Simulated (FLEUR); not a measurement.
# Sn: equation of state with r2SCAN

The system is Sn.

```xyz
1
Lattice="-1.7265 1.7755 2.3383 1.7265 -1.7755 2.3383 1.7265 1.7755 -2.3383" Properties=species:S:1:pos:R:3 pbc="T T T"
Sn    0.0000    0.0000    0.0000
```

This isn't the form of Sn at room conditions, which is tetragonal (white tin).

```json
{"Program": "FLEUR MaX-R8.1 (later development tree)", "Task": "equation of state", "Functional": "r2SCAN", "Potentials or basis": "all-electron", "Basis": "FLAPW", "Kmax": "4.1 1/bohr", "k mesh": "11 × 11 × 11", "Occupations": "fermi-dirac, width 0.05 eV", "Spin": "no spin polarisation"}
```

| Quantity | Value |
| --- | --- |
| Equilibrium volume | 27.41 Å³/atom |
| Bulk modulus at fixed shape and positions | 52 GPa |

Energy against volume, from the lowest point:
| volume (Å³/atom) | energy (meV/atom) |
| --- | --- |
| 26.953 | 1.19 |
| 27.526 | 0.00 |
| 28.673 | 8.59 |
| 29.820 | 29.41 |
| 30.394 | 43.54 |

Caveat: the meta-GGA is that of a development version, with a GGA for the radial functions and cores and without core tails; the cell was scaled at fixed shape and fractional positions, which overstates the stiffness of a crystal with free parameters, most of all of layers and chains.
